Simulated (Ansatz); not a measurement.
**CdTe (F-43m) at 3 levels of theory**

One geometry, relaxed with PBE; plane waves with PAW potentials in Ansatz, scalar-relativistic unless the row names spin-orbit coupling. No spin polarisation but for the spin–orbit row. Gaps are the least over mesh and band path; pressure is positive in compression.

```
CELL_PARAMETERS angstrom
0.00000 3.30917 3.30917
3.30917 0.00000 3.30917
3.30917 3.30917 0.00000
ATOMIC_POSITIONS crystal
Cd 0.00000 0.00000 0.00000
Te 0.75000 0.75000 0.75000
```

```tsv
level	cutoff (eV)	k mesh	gap (eV)	pressure (GPa)
PBE	420	10×10×10	0.58	0.0
```

**Question.** What comes out on the same cell with r2SCAN, PBE with spin-orbit coupling?

**Answer.**
```json
{"level": "r2SCAN", "cutoff (eV)": "500", "k mesh": "10×10×10", "gap (eV)": "1.08", "pressure (GPa)": "-1.0"}
{"level": "PBE with spin-orbit coupling", "cutoff (eV)": "420", "k mesh": "10×10×10", "gap (eV)": "0.32", "pressure (GPa)": "0.0"}
```

Spin-orbit coupling matters for the bands of heavy elements and enters only rows that name it.

It was relaxed from a cell as deposited in COD.
